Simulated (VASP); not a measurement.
Runs of VASP 6.6.1 on PbSe (Clausthalite). The structure is cubic, space group Fm-3m (No. 225). The conventional cell has a = 6.121 Å, b = 6.121 Å, c = 6.121 Å, α = 90.00°, β = 90.00°, γ = 90.00°. Pb (site symmetry m-3m) has 6 Se at 3.06 Å as nearest neighbours. Se (site symmetry m-3m) is surrounded by 6 Pb at 3.06 Å. 

```tsv
task	cell	gap on the mesh (eV)	pressure (GPa)
relaxation of the atoms	atoms relaxed from: a relaxed cell with its volume scaled by 0.98	(b)	1.1
relaxation of the atoms	atoms relaxed from: a relaxed cell with its volume scaled by 1.04	0.79	-1.8
relaxation of cell and atoms	relaxed	0.67	0.0
relaxation of the atoms	atoms relaxed from: a relaxed cell with its volume scaled by 0.94	(a)	3.7
relaxation of the atoms	atoms relaxed from: a relaxed cell with its volume scaled by 1.06	0.84	-2.6
```

Alike in all rows: level r2SCAN; potentials or basis VASP PAW PBE potentials, release 64 (Pb_d, Se); no spin polarisation; k mesh 8 × 8 × 8; cutoff (eV) 600; smearing gaussian 0.03 eV.

Fill in the values left out.

(a) 0.45; (b) 0.61.

Caveats: the PAW data sets were made with another functional, which shifts forces and pressure a little; spin-orbit coupling is left out, which as a rule narrows the gap of such compounds by several tenths of an eV; the relaxation stopped at its first step, so nothing moved (some runs).

A k mesh can miss the band edges, and the runs leave out spin-orbit coupling on Pb, Se.
